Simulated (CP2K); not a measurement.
MgS:

```
CELL_PARAMETERS angstrom
4.00664 0.00000 0.00000
2.00332 3.46985 0.00000
2.00332 1.15662 3.27141
ATOMIC_POSITIONS crystal
S 0.25000 0.25000 0.25000
Mg 0.00000 0.00000 0.00000
```

The cell comes from a database or a generator and needn't be the stable form of this composition.

Base run:

- Program: CP2K 2026.2
- Functional: PBEsol
- Potentials or basis: POTENTIAL_UZH S GTH-PBE-q6, Mg GTH-PBE-q10; TZVP-MOLOPT-PBE-GTH basis
- Density cutoff: 19048 eV
- k mesh: 8 × 8 × 8
- Occupations: fermi-dirac, width 0.05 eV
- Spin: no spin polarisation

Its results: band gap on the k mesh 3.14 eV, direct.

Question: The run is repeated on the same cell with these changes: functional from PBEsol to TB-mBJ; occupations from fermi-dirac, width 0.05 eV to fermi-dirac, width 0.1 eV. What comes out?

Answer: Band gap on the k mesh 4.01 eV, direct.

Caveats: the basis of atomic orbitals isn't converged, which shifts pressures, moduli and gaps; this is a model potential without an energy functional, so only levels have meaning (some runs).
